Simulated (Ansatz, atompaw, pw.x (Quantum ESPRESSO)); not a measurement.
# What a changed setting does to a pw.x run (diamond Li)

Potential: PAW, atompaw 4.2.0.5, PBE; core [He], reference 2s1 2p0; waves: 2s (bound); 2s channel at 2.25 Ry; 2p (bound, empty); 2p channel at 2.7 Ry; 3d channel at 0.4 Ry; 3d channel at 3.05 Ry; local part: troulliermartins scheme with l = 3 at 0 Ry, radius 2.00 bohr; core correction: smooth core density matched at 1.60 bohr; augmentation: besselshape compensation charge, radius 2.65 bohr; PAW radius 3.00 bohr; waves and projectors: bloechl.

The reference run (k-mesh 8³, cutoffs 40/400 Ry, Fermi–Dirac 0.01 Ry, mixing_beta 0.4, conv_thr 1e-9, no spin) gives 0.00 GPa at 26.165 Å³/atom, where all-electron LAPW gives -0.02 GPa. This run, with its own iteration cap, changes conv_thr to 1e-12.

```
&control
  calculation='scf', prefix='x', pseudo_dir='./', outdir='./tmp', tstress=.true., disk_io='none'
/
&system
  ibrav=0, nat=2, ntyp=1, ecutwfc=40, ecutrho=400, nbnd=8,
  occupations='smearing', smearing='fd', degauss=0.01
/
&electrons
  conv_thr=1e-12, mixing_beta=0.4, electron_maxstep=70
/
ATOMIC_SPECIES
Li 1.0 Li.UPF
CELL_PARAMETERS angstrom
  0.00000000 2.96874968 2.96874968
  2.96874968 0.00000000 2.96874968
  2.96874968 2.96874968 0.00000000
ATOMIC_POSITIONS crystal
Li 0.0000 0.0000 0.0000
Li 0.2500 0.2500 0.2500
K_POINTS automatic
8 8 8 0 0 0
```

```bash
pw.x < Li.scf.in > Li.scf.out
```

**Question.** How does the run end?

**Answer.** It converges in 12 iterations; the free energy moves by +0.0 meV/atom and the pressure by +0.00 GPa. The result is that of the reference run.

```
Message from routine setup:
     using ibrav=0 with symmetry is DISCOURAGED, use correct ibrav instead
     lattice parameter (alat)  =       7.9339  a.u.
     unit-cell volume          =     353.1403 (a.u.)^3
     number of electrons       =         2.00
     number of Kohn-Sham states=            8
     kinetic-energy cutoff     =      40.0000  Ry
     charge density cutoff     =     400.0000  Ry
     scf convergence threshold =      1.0E-12
     Exchange-correlation= SLA PW PBX PBC
     number of k points=    29  Fermi-Dirac smearing, width (Ry)=  0.0100
     iteration #  1     ecut=    40.00 Ry     beta= 0.40
     total energy              =      -7.60571522 Ry
     estimated scf accuracy    <       0.00068624 Ry
     iteration #  2     ecut=    40.00 Ry     beta= 0.40
     total energy              =      -7.60497535 Ry
     estimated scf accuracy    <       0.00025538 Ry
     iteration #  3     ecut=    40.00 Ry     beta= 0.40
     total energy              =      -7.60497938 Ry
     estimated scf accuracy    <       0.00000006 Ry
     iteration #  4     ecut=    40.00 Ry     beta= 0.40
     total energy              =      -7.60497900 Ry
     estimated scf accuracy    <       0.00000002 Ry
     iteration #  5     ecut=    40.00 Ry     beta= 0.40
     total energy              =      -7.60497890 Ry
     estimated scf accuracy    <          2.9E-09 Ry
     iteration #  6     ecut=    40.00 Ry     beta= 0.40
     total energy              =      -7.60497890 Ry
     estimated scf accuracy    <          2.5E-09 Ry
     iteration #  7     ecut=    40.00 Ry     beta= 0.40
     total energy              =      -7.60497891 Ry
     estimated scf accuracy    <          9.4E-10 Ry
     iteration #  8     ecut=    40.00 Ry     beta= 0.40
     total energy              =      -7.60497891 Ry
     estimated scf accuracy    <          1.1E-09 Ry
     iteration #  9     ecut=    40.00 Ry     beta= 0.40
     total energy              =      -7.60497891 Ry
     estimated scf accuracy    <          4.2E-11 Ry
     iteration # 10     ecut=    40.00 Ry     beta= 0.40
     total energy              =      -7.60497891 Ry
     estimated scf accuracy    <          1.9E-12 Ry
     iteration # 11     ecut=    40.00 Ry     beta= 0.40
     total energy              =      -7.60497891 Ry
     estimated scf accuracy    <          2.1E-12 Ry
     iteration # 12     ecut=    40.00 Ry     beta= 0.40
     the Fermi energy is     0.0256 ev
!    total energy              =      -7.60497891 Ry
     estimated scf accuracy    <          1.4E-14 Ry
     smearing contrib. (-TS)   =      -0.00364775 Ry
     convergence has been achieved in  12 iterations
          total   stress  (Ry/bohr**3)                   (kbar)     P=        0.04
     Message from routine punch:
     Nothing written, as per user request (disk_io='none')
```

The run took about 13 s on one core of a shared host (Intel(R) Xeon(R) 6975P-C, 192 threads, 1512 GiB, load 53).
